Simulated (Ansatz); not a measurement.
**Ti under changes of volume**

One of the cells (16.731 Å³/atom); the others are scaled copies at fixed shape and fractional positions:

```
Ti
1.0
     0.00000    2.03000    2.03000
     2.03000    0.00000    2.03000
     2.03000    2.03000    0.00000
Ti
1
Direct
  0.00000 0.00000 0.00000
```

This isn't the form of Ti at room conditions, which is hcp.

| Property | Result |
| --- | --- |
| Program | Ansatz 0.2.0 |
| Functional | PBEsol |
| Potentials or basis | Ansatz PAW earlier set |
| Cutoff | 740 eV (not typed: the program's choice for these potentials) |
| k mesh | 11 × 11 × 11 |
| Occupations | fermi-dirac, width 0.05 eV |
| Spin | no spin polarisation |

| volume (Å³/atom) | energy over the lowest point (meV/atom) | pressure (GPa) |
| --- | --- | --- |
| 15.727 | 18.50 | 7.2 |
| 16.062 | 6.85 | 4.4 |
| 16.396 | ? | ? |
| 16.731 | 0.00 | -0.5 |
| 17.065 | 3.79 | -2.7 |
| 17.400 | 11.81 | -4.6 |
| 17.735 | 23.70 | -6.4 |

Task: What does the run at 16.396 Å³/atom give?

Result: Energy over the lowest point 0.86 meV/atom; pressure 1.8 GPa.

Worked out: A Birch-Murnaghan fit of order 3 (a polynomial in V^(-2/3)) to the other rows has its minimum at 16.62 Å³/atom with B0 = V·E''(V) = 114 GPa and B' = 3.8. It gives 0.87 meV/atom at 16.396 Å³/atom, against the run's 0.86, and -dE/dV = 1.6 GPa, against 1.8.

Energies are extrapolated to zero smearing.

Caveats: the PAW data sets come from PBE, with cores solved anew for the run's functional, which leaves a small shift of forces and pressure.
